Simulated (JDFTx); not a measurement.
**AlP: equation of state with PBEsol**

AlP:

```xyz
2
Lattice="0.0000 2.7255 2.7255 2.7255 0.0000 2.7255 2.7255 2.7255 0.0000" Properties=species:S:1:pos:R:3 pbc="T T T"
P     4.0882    4.0882    4.0882
Al    0.0000    0.0000    0.0000
```

- Program: JDFTx 1.7.0 (patched build)
- Task: equation of state
- Functional: PBEsol
- Potentials or basis: PseudoDojo-SR-PBEsol-0.4.1-standard with smoothed tails
- Cutoff: 599 eV
- Density cutoff: 4789 eV
- k mesh: 8 × 8 × 8
- Occupations: fermi-dirac, width 0.05 eV
- Spin: no spin polarisation

* Equilibrium volume: 20.45 Å³/atom
* Bulk modulus: 87 GPa
* Pressure derivative of the bulk modulus: 4.1

Energy against volume, from the lowest point:
| volume (Å³/atom) | energy (meV/atom) |
| --- | --- |
| 19.031 | 29.47 |
| 19.436 | 14.24 |
| 19.841 | 4.60 |
| 20.246 | 0.01 |
| 20.651 | 0.00 |
| 21.056 | 4.11 |
| 21.461 | 11.96 |

Zero-point motion and thermal expansion aren't in these numbers.
